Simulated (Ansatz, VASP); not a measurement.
Two plane-wave programs on Sn

The input INCAR:

```
  PREC = Accurate
  ENCUT = 520
  EDIFF = 1E-7
  ISMEAR = -1
  SIGMA = 0.1
  LREAL = False
  LASPH = True
  NELM = 80
  ALGO = Normal
  ISIF = 2
  LWAVE = False
  LCHARG = False
  GGA = PS
  NBANDS = 13
```

KPOINTS

```
Automatic mesh
0
Gamma
  14 14 14
```

Contents of POSCAR:

```
Sn
1.0
    2.3243551395      0.0000000000      0.0000000000
    0.0000000000      2.3243551395      0.0000000000
    0.0000000000      0.0000000000      2.3243551395
Sn
1
Direct
    0.0000000000      0.0000000000      0.0000000000
```

Input for Ansatz:

```yaml
crystal:
  lattice:
    - [2.3243551395, 0.0, 0.0]
    - [0.0, 2.3243551395, 0.0]
    - [0.0, 0.0, 2.3243551395]
  atoms:
    - { symbol: Sn, position: [0.0, 0.0, 0.0] }
kpoints:
  mp_grid: { grid: [14, 14, 14] }
scf:
  occupations: { method: fermi_dirac, width: 0.1 }
hamiltonian:
  xc: pbesol
  pseudopotentials: { kind: paw }
output:
  forces: true
  stress: true
  eigenvalues: true
  populations: true
```

Change from the starting cell: volume scaled by 0.45, PAW files.

Alike in both runs: task single point; functional PBEsol; k mesh 14 × 14 × 14; occupations fermi-dirac, width 0.1 eV; no spin polarisation.

|  | VASP | Ansatz |
| --- | --- | --- |
| version | VASP 6.6.1 | Ansatz 0.2.0 |
| potentials or method | VASP PAW PBE potentials, release 64 (Sn_d) | PAW with Ansatz's default frozen-core files, scalar-relativistic |
| plane-wave cutoff (eV) | 520 | 420 |
| valence electrons in the cell | 14 | 14 |

```tsv
	VASP	Ansatz	Ansatz less VASP
pressure (GPa)	295.8	294.0	-1.77
```

Caveats: the cell as given lies far from equilibrium; so large a pressure means that the cell lies far from this level's equilibrium, or that cutoff or potentials fall short (VASP); the potentials were made for another functional, which shifts forces and pressure (VASP).
